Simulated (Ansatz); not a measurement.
**What uniaxial strain ε_yy = −0.59 % does to GeO2**

Consider GeO2 (space group P3_121, No. 152; a = 4.9887 Å, c = 5.6753 Å). Axes: x lies along a and z along c of the hexagonal cell.

Perturbation: uniaxial strain ε_yy = −0.59 %, all other strain components held at zero, atoms relaxed at fixed cell.

Calculations: r2SCAN (Ansatz, a first-principles code), spin-orbit coupling left out. Γ-centred 8×8×6 mesh, Fermi–Dirac width 0.05 eV.

The space group changes from P3_121 (No. 152) to C2 (No. 5) and the shortest interatomic distance remains 1.742 Å. The energy hardly moves and the pressure (mean of the normal stresses, compression positive) goes from zero to 0.20 GPa. The band gap stays 4.22 eV and the gap character amounts to indirect, C → Γ. The electron mass becomes 0.38 mₑ along z, 0.43 mₑ across (at Γ) (base: 0.39 mₑ along c, 0.43 mₑ across (at Γ)) and the stress (xx, yy, zz, yz, xz, xy; compression positive) comes out as (0.13, 0.35, 0.13, 0.01, 0.00, 0.00) GPa.

Final structure:

```yaml
crystal:
  lattice:
    - [4.98872, 0.00000, 0.00000]
    - [-2.49436, 4.29487, 0.00000]
    - [0.00000, 0.00000, 5.67527]
  atoms:
    - { symbol: Ge, position: [0.45097, 0.00000, 0.33333] }
    - { symbol: Ge, position: [0.99974, 0.44993, 0.66710] }
    - { symbol: Ge, position: [0.54981, 0.55007, 0.99956] }
    - { symbol: O, position: [0.39750, 0.30553, 0.24456] }
    - { symbol: O, position: [0.69487, 0.08992, 0.57776] }
    - { symbol: O, position: [0.90813, 0.60606, 0.90944] }
    - { symbol: O, position: [0.09196, 0.69447, 0.42211] }
    - { symbol: O, position: [0.30207, 0.39394, 0.75722] }
    - { symbol: O, position: [0.60495, 0.91008, 0.08890] }
```

Effective masses come from finite differences of ±0.01 Å⁻¹. Whether these cells are dynamically stable was not tested. k-point labels follow each cell's own Brillouin zone.
